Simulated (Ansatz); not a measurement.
# What strain does to SnSe2 (1T monolayer)

SnSe2 as a 1T monolayer, relaxed with r2SCAN in the PAW code Ansatz. The sheet's in-plane cell has a = 3.835 Å, b = 3.835 Å (γ = 120.0°), and its outermost atoms lie 3.15 Å apart along the normal. Sn has 6 Se at 2.72 Å; Se has 3 Sn at 2.72 Å.

The axes x, y and z are those of this cell:
```
Sn Se
1.0
     3.83519    0.00000    0.00000
    -1.91760    3.32137    0.00000
     0.00000    0.00000   30.06503
Sn Se
1 2
Cartesian
  0.0000 0.0000 9.0000
  0.0000 2.2142 10.5736
  1.9176 1.1071 7.4264
```
The sheet repeats along a and b alone.

Unstrained: With PBE the valence top lies at Γ–M (0.26 of the way from Γ) and the conduction bottom at M, 0.843 eV higher; the smallest vertical gap, at M, is 1.166 eV. With r2SCAN the valence top lies at Γ–M (0.26 of the way from Γ) and the conduction bottom at M, 1.128 eV higher; the smallest vertical gap, at M, is 1.455 eV. The HSE06 gap is indirect, 1.486 eV (Γ–M (0.26 of the way from Γ) to M), below the direct gap of 1.844 eV at M. Meshes: PBE 12×12×1, r2SCAN 12×12×1, HSE06 6×6×1. Strains are changes of length per length. After each strain the atoms were relaxed again with r2SCAN within the symmetry that the strain leaves, so tilts or polar shifts that break it weren't tested; points keep the names that they have in the unstrained zone. All values are calculated for a non-magnetic cell, which may be hypothetical.

Changes of the least gap in eV (an overlap counts as a negative gap):
```csv
strain,area change (%),space group,PBE,r2SCAN,HSE06,"energy rise, r2SCAN (meV/atom)"
in-plane biaxial +2.5 %,+5.1,–,+0.084,+0.079,+0.083,13.2
uniaxial -2.5 % along y,-2.5,–,-0.207,-0.213,-0.220,6.0
in-plane biaxial -3.0 %,-5.9,–,-0.137,-0.133,-0.137,22.0
uniaxial -3.0 % along x,-3.0,–,-0.227,-0.232,-0.239,8.8
```

In-plane biaxial +2.5 %. HSE06: the gap goes from 1.486 to 1.569 eV (+0.083 eV); the edges go from Γ–M (0.26) → M to Γ–M (0.31) → M. Stress change with r2SCAN, compression positive: xx -1.87, yy -1.87 N/m.

Uniaxial -2.5 % along y, other directions held. HSE06: the gap goes from 1.486 to 1.266 eV (-0.220 eV); the M points, equivalent before, split by 199 meV, and the conduction bottom lies at those like (0, 1/2, 0); the edges go from Γ–M (0.26) → M to (-1/8, 0.003, 0) → M. Stress change with r2SCAN, compression positive: xx +0.47, yy +1.84 N/m.

In-plane biaxial -3.0 %. HSE06: the gap goes from 1.486 to 1.349 eV (-0.137 eV); the edges go from Γ–M (0.26) → M to Γ–M (0.21) → M. Stress change with r2SCAN, compression positive: xx +2.98, yy +2.98 N/m.

Uniaxial -3.0 % along x, other directions held. HSE06: the gap goes from 1.486 to 1.247 eV (-0.239 eV). Stress change with r2SCAN, compression positive: xx +2.32, yy +0.52 N/m.

No spin-orbit coupling is included; it can move band edges with weight on the heavy atoms by tenths of an eV.

Where an edge lies off the special points, it is a point of the mesh or the k point where a search put PBE's edge or least direct gap, reused for the other functionals, whose own edges may lie a little apart.

The meshes of the hybrids are coarse, so their gaps aren't converged to the digits shown.

For some runs the program warns that the potential is rough where the density is thin, which bears on empty states near the vacuum.
